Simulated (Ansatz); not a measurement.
**Ge: one atom moved over a plane**

Aim: for Ge, map the energy of atom 1 (Ge) over a plane.

Program: Ansatz 0.2.0. Level of theory: DFT PBEsol, scalar-relativistic, plane waves, PAW. These are calculated values, not measurements.

2 further runs of the same task are left out: 2 set aside as unsound or not needed.

## 1. Starting point

Symmetry: Fd-3m, No. 227, cubic system. Conventional cell: a = 5.676 Å, b = 5.676 Å, c = 5.676 Å, α = 90.00°, β = 90.00°, γ = 90.00°. Around Ge (site symmetry -43m) lie 4 Ge at 2.46 Å.

As a file:

```xyz
2
Lattice="0.0000 2.8379 2.8379 2.8379 0.0000 2.8379 2.8379 2.8379 0.0000" Properties=species:S:1:pos:R:3 pbc="T T T"
Ge    2.8379    2.8379    2.8379
Ge    4.2568    4.2568    4.2568
```

This cell was relaxed beforehand with the same method: volume 22.86 Å³/atom, gap on the mesh none (metal).

## 2. The reference cell

Reference values: F = -8506.9945 eV; pressure 0.01 GPa; largest force 0.000 eV/Å; gap on the mesh none (metal). It was computed beforehand with the settings of the runs below.

## 3. The scan: one atom moved over a plane

Atom 1 (Ge) is moved by p along (0.000, 1.000, 0.000) and q along (0.000, 0.000, 1.000) (Å), all else fixed; its images in the other cells move with it. Points alike by symmetry are run once.

## 4. Point p = -0.200, q = -0.200

Contents of input.yaml:

```yaml
crystal:
  lattice:
    - [0.0, 2.8378807265, 2.8378807265]
    - [2.8378807265, 0.0, 2.8378807265]
    - [2.8378807265, 2.8378807265, 0.0]
  atoms:
    - { symbol: Ge, position: [0.4295248746, 0.5, 0.5] }
    - { symbol: Ge, position: [0.75, 0.75, 0.75] }
basis:
  ecutwfc: 420
kpoints:
  mp_grid: { grid: [18, 18, 18] }
hamiltonian:
  xc: pbesol
scf:
  occupations: { method: gaussian, width: 0.15 }
output:
  forces: true
  stress: true
  eigenvalues: true
```

Command:

```sh
ansatz run input.yaml --threads 2 --pin off --max-ram 5120MiB --backend cpu --events-out ev --progress --plain --runs-dir out
```

## 5. p = -0.200, q = 0.000

Changes to input.yaml since step 4:

```diff
@@ -6,3 +6,3 @@
   atoms:
-    - { symbol: Ge, position: [0.4295248746, 0.5, 0.5] }
+    - { symbol: Ge, position: [0.4647624373, 0.5352375627, 0.4647624373] }
     - { symbol: Ge, position: [0.75, 0.75, 0.75] }
```

## 6. At p = -0.200, q = -0.100

Changes to input.yaml since step 5:

```diff
@@ -6,3 +6,3 @@
   atoms:
-    - { symbol: Ge, position: [0.4647624373, 0.5352375627, 0.4647624373] }
+    - { symbol: Ge, position: [0.447143656, 0.5176187813, 0.4823812187] }
     - { symbol: Ge, position: [0.75, 0.75, 0.75] }
```

## 7. At p = -0.100, q = 0.000

Changes to input.yaml since step 6:

```diff
@@ -6,3 +6,3 @@
   atoms:
-    - { symbol: Ge, position: [0.447143656, 0.5176187813, 0.4823812187] }
+    - { symbol: Ge, position: [0.4823812187, 0.5176187813, 0.4823812187] }
     - { symbol: Ge, position: [0.75, 0.75, 0.75] }
```

## 8. Point p = -0.100, q = -0.100

Changes to input.yaml since step 7:

```diff
@@ -6,3 +6,3 @@
   atoms:
-    - { symbol: Ge, position: [0.4823812187, 0.5176187813, 0.4823812187] }
+    - { symbol: Ge, position: [0.4647624373, 0.5, 0.5] }
     - { symbol: Ge, position: [0.75, 0.75, 0.75] }
```

(Steps that only read results are left out.)

**Question.** What will these runs give? Wanted: highest point; lowest point away from the origin.

The runs gave:

| quantity | value |
| --- | --- |
| highest point | 0.432 eV/cell at (p, q) = (-0.200, -0.200) |
| lowest point away from the origin | 0.054 eV/cell at (-0.100, 0.000) |

No computed point lies below the origin. Read as harmonic, the points at ±0.100 Å give force constants of 10.82 eV/Å² along p and 10.82 eV/Å² along q, so the site is nearly isotropic in this plane.
